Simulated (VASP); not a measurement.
# SnO₂: Mössbauer parameters, 5 variants

SnO₂, Pbcn (no. 60), 12 atoms in the cell. PBE, Moessbauer parameters; PAW potentials Sn_d, O (PBE set).

| Cell | Quadrupole splitting of the first site (mm/s) | Time (s) |
|---|---|---|
| strain = -0.02 | -0.31 | 47 |
| strain = -0.01 | 0.26 | 52 |
| as given | 0.24 | 49 |
| strain = 0.01 | 0.27 | 50 |
| strain = 0.02 | 0.32 | 56 |

Limits: rows 1, 2: where the asymmetry is near 1, two components of opposite sign are almost equal, so the sign of Vzz can flip with a small change.

## Input of the first row

INCAR:
```
SYSTEM = SnO2
GGA      = PE             ! functional
PREC     = Accurate       ! precision mode
ENCUT    = 600            ! plane-wave cutoff, eV
EDIFF    = 1E-7           ! SCF threshold, eV
LREAL    = .FALSE.        ! projectors in reciprocal space
LASPH    = .TRUE.         ! aspherical terms in the spheres
ALGO     = Normal         ! electronic algorithm
NELM     = 120            ! most SCF steps
LWAVE    = .FALSE.        ! write WAVECAR
LCHARG   = .FALSE.        ! write CHGCAR
ISMEAR   = 0              ! smearing method
SIGMA    = 0.02           ! smearing width, eV
KPAR     = 4            
LEFG     = .TRUE.       
QUAD_EFG = -132 -25.58   
```

KPOINTS:
```
k-points
0
Gamma
  5 4 5
```

POSCAR:
```
SnO2
1.0
    4.7351461700      0.0000000000      0.0000000000
    0.0000000000      5.7509122300      0.0000000000
    0.0000000000      0.0000000000      5.1421719650
Sn O
4 8
Direct
    0.0000000000      0.1654477500      0.7500000000
    0.5000000000      0.3345522500      0.2500000000
    0.0000000000      0.8345522500      0.2500000000
    0.5000000000      0.6654477500      0.7500000000
    0.2696949600      0.3928765300      0.9213964200
    0.7696949600      0.1071234700      0.0786035800
    0.2303050400      0.1071234700      0.4213964200
    0.7303050400      0.3928765300      0.5786035800
    0.2696949600      0.6071234700      0.4213964200
    0.7696949600      0.8928765300      0.5786035800
    0.2303050400      0.8928765300      0.9213964200
    0.7303050400      0.6071234700      0.0786035800
```

Commands:
```
cat potpaw_PBE.64/Sn_d/POTCAR potpaw_PBE.64/O/POTCAR > POTCAR
mpirun -np 4 vasp_std > vasp.out
```

VASP 6.6.1 took 47 s on 4 cores (Intel Xeon 6975P-C (Granite Rapids)), a shared host.
